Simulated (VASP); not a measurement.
HgSe:

```
Hg Se
1.0
     0.00000    3.03900    3.03900
     3.03900    0.00000    3.03900
     3.03900    3.03900    0.00000
Hg Se
1 1
Direct
  0.00000 0.00000 0.00000
  0.75000 0.75000 0.75000
```

```yaml
Program: VASP 6.6.1
Task: relaxation of cell and atoms
Functional: BLYP
Potentials_or_basis: VASP PAW PBE potentials, release 64 (Hg, Se)
Cutoff: 600 eV
k_mesh: 8 × 8 × 8
Occupations: fermi-dirac, width 0.05 eV
Spin: no spin polarisation
```

At the start: pressure 9.0 GPa; volume 28.07 Å³/atom.

**Question.** How do energy, volume and symmetry change on relaxing?

**Answer.** Over 5 steps the energy falls by 123.5 meV/atom and the volume is 33.28 Å³/atom (+18.6 %); space group F-43m (No. 216, to 0.05 Å).

The path:
| step | energy change (eV) | largest force (eV/Å) | pressure (GPa) | volume (Å³) |
| --- | --- | --- | --- | --- |
| 1 | 0.0000 | 0.0000 | 8.99 | 56.13 |
| 2 | -0.2309 | 0.0000 | -1.48 | 69.93 |
| 3 | -0.2470 | 0.0000 | 0.07 | 66.45 |
| 4 | -0.2470 | 0.0000 | -0.05 | 66.66 |
| 5 | -0.2470 | 0.0000 | 0.01 | 66.56 |

Final structure:
```
Hg Se
1.0
     0.00000    3.21660    3.21660
     3.21660    0.00000    3.21660
     3.21660    3.21660    0.00000
Hg Se
1 1
Direct
  0.00000 0.00000 0.00000
  0.75000 0.75000 0.75000
```

Caveat: the volume moved by over 15 % at a fixed basis, so the end points are rough; the PAW data sets were made with another functional, which shifts forces and pressure a little; the volume moved by +19 % from the deposited cell, more than functionals usually miss.
